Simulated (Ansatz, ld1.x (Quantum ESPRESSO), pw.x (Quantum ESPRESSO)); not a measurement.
**boron: one change to the PAW potential, in the atom and in the bcc crystal**

* Element: B (Z = 5)
* Generator: ld1.x (Quantum ESPRESSO) 7.5
* Type: PAW
* Functional: PBE
* Relativity: scalar-relativistic
* Frozen core: [He]
* Valence charge: 3
* Reference configuration: 2s2 2p1
* Partial waves: 2s (bound): rcut 1.40, rcutus 1.85 bohr; 2s channel at -0.2 Ry: rcut 1.40, rcutus 1.85 bohr; 2p (bound): rcut 3.25, rcutus 3.60 bohr; 2p channel at 1.75 Ry: rcut 3.25, rcutus 3.60 bohr; 3d channel at 0.25 Ry: rcut 3.30, rcutus 3.60 bohr
* Local potential: all-electron potential smoothed inside 2.10 bohr (lloc = -1)
* Core correction: Bessel-smoothed model core, default radius (core density twice the valence density)
* Augmentation charge: BESSEL, radius 1.50 bohr

Change: all radii but the core radius scaled by about 0.96 (s 1.78, p 3.46, d 3.46 bohr, rcut 1.34/3.12/3.16); local potential all-electron potential smoothed inside 2.02 bohr (lloc = -1); augmentation BESSEL, radius 1.44 bohr.

Cutoffs, loose and tight: the cutoffs (Ry, on a coarse ladder) from which the occupation-weighted sum of valence levels, in a spherical-Bessel basis at the reference potential, stays within 10 and 1 mRy of its value at 400 Ry. They do not see the model core or the augmentation charge, which bear on the density cutoff. Test errors are all-electron minus pseudo excitation energies from the reference, over the configurations 2s2 2p0; 2s1 2p0; 2s2 2p0.5; 2s0 2p3; 2s2 2p1.3; 2s1 2p2; 2s1 2p1; variants that change the core or the reference have their own tests.

Crystal test: bcc B in pw.x 7.5, no spin, 18³ k-points, Fermi–Dirac smearing 0.01 Ry, cutoffs set for each file from its atomic test. The reference is all-electron LAPW (Ansatz 0.2.0) with the same functional, mesh and smearing; V0 and B0 come from Birch–Murnaghan fits to the pressures at five volumes. Errors are pseudo minus all-electron; Δ is the rms difference of the E(V) curves that follow from these fits, minima aligned, over ±6 % about the mean V0. Mesh and smearing are coarse, so the numbers serve the comparison and aren't converged zero-temperature values; the lattice is a test structure that the element need not adopt.

All-electron: a0 = 2.308 Å (V0 = 6.15 Å³/atom), B0 = 225.7 GPa.

**Question.** Does the change bring the crystal closer to the all-electron result?

**Answer.** The mean pressure error goes from +76.78 to +45.72 GPa, so the change moves the solid closer to the all-electron pressures. Neither pressure curve crosses zero within the volumes sampled, so no fits are given.

```
                       quantity       base    changed
                 outcome (atom)  generated  generated
           cutoff, loose (atom)       6 Ry       6 Ry
           cutoff, tight (atom)      10 Ry       8 Ry
            bound ghosts (atom)       none       none
largest test error (meV) (atom)        +17        +10
           cutoffs in pw.x (Ry)     40/320     40/320
      mean pressure error (GPa)     +76.78     +45.72
```

Base: The largest radius (3.60 bohr) exceeds half the bond length (1.89 bohr), so the spheres overlap, which is one possible source of error among others. This is a poor potential for the solid. The atomic tests give no hint of an error of this size, and its cause was not traced. Changed file: The largest radius (3.46 bohr) exceeds half the bond length (1.89 bohr), so the spheres overlap, which is one possible source of error among others. This is a poor potential for the solid. The atomic tests give no hint of an error of this size, and its cause was not traced. The atomic cutoffs weigh occupied waves only.
